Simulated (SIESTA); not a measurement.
A run of SIESTA 5.4.2 is set up as follows.

The input Cu.fdf:

```
SystemName                      Cu
SystemLabel                     Cu
NumberOfSpecies                 1
NumberOfAtoms                   2
%block ChemicalSpeciesLabel
  1  29 Cu
%endblock ChemicalSpeciesLabel

LatticeConstant                 1.0 Ang
%block LatticeVectors
     2.5340966698     0.0000000000     0.0000000000
    -1.2670483349     2.1945920917     0.0000000000
     0.0000000000     0.0000000000     4.1125710000
%endblock LatticeVectors
AtomicCoordinatesFormat         Fractional
%block AtomicCoordinatesAndAtomicSpecies
     0.6666666667     0.3333333333     0.7500000000  1  Cu
     0.3333333333     0.6666666667     0.2500000000  1  Cu
%endblock AtomicCoordinatesAndAtomicSpecies

%block kgrid.MonkhorstPack
   12   0   0  0.0
    0  12   0  0.0
    0   0   7  0.0
%endblock kgrid.MonkhorstPack
XC.Functional                   GGA
XC.Authors                      PBEsol
PAO.BasisSize                   SZ
PAO.EnergyShift                 0.003 Ry
Mesh.Cutoff                     800 Ry
OccupationFunction              FD
ElectronicTemperature           0.05 eV
MaxSCFIterations                120
SCF.MustConverge                false
SCF.Mixer.Method                Pulay
SCF.Mixer.Weight                0.25
SCF.Mixer.History               8
SCF.DM.Tolerance                5.0e-05
SCF.H.Tolerance                 1.0e-03 eV
WriteForces                     true
Charge.Mulliken                 end
BandLinesScale                  ReciprocalLatticeVectors
%block BandLines
    1    0.000000   0.000000   0.000000  \Gamma
   11    0.500000   0.000000   0.000000  M
    7    0.333333   0.333333   0.000000  K
   13    0.000000   0.000000   0.000000  \Gamma
    6    0.000000   0.000000   0.500000  A
   11    0.500000   0.000000   0.500000  L
    7    0.333333   0.333333   0.500000  H
   13    0.000000   0.000000   0.500000  A
    1    0.500000   0.000000   0.500000  L
    6    0.500000   0.000000   0.000000  M
    1    0.333333   0.333333   0.000000  K
    6    0.333333   0.333333   0.500000  H
%endblock BandLines
```

Potentials or basis: PseudoDojo 0.4 standard (PBEsol files), SZ (energy shift 0.003 Ry).

The run is started by

```sh
$ siesta Cu.fdf > Cu.out 2>&1
```

Question: Predict the pressure.

Answer: 39.6 GPa.

Question: Predict the band gap on the k mesh.

Answer: None (metal or under the smearing width).

Stress tensor (GPa, compression positive):
```
40.62 -0.01  0.00
-0.01 40.62  0.00
 0.00  0.00 37.51
```

Caveat: the basis has no polarisation orbitals; a pressure of tens of GPa on the cell as given is suspect, and the run, the potentials or the cell itself is likely at fault; short orbitals over semicore shells can move pressures by several GPa; the basis of atomic orbitals isn't converged, which shifts pressures, moduli and gaps.
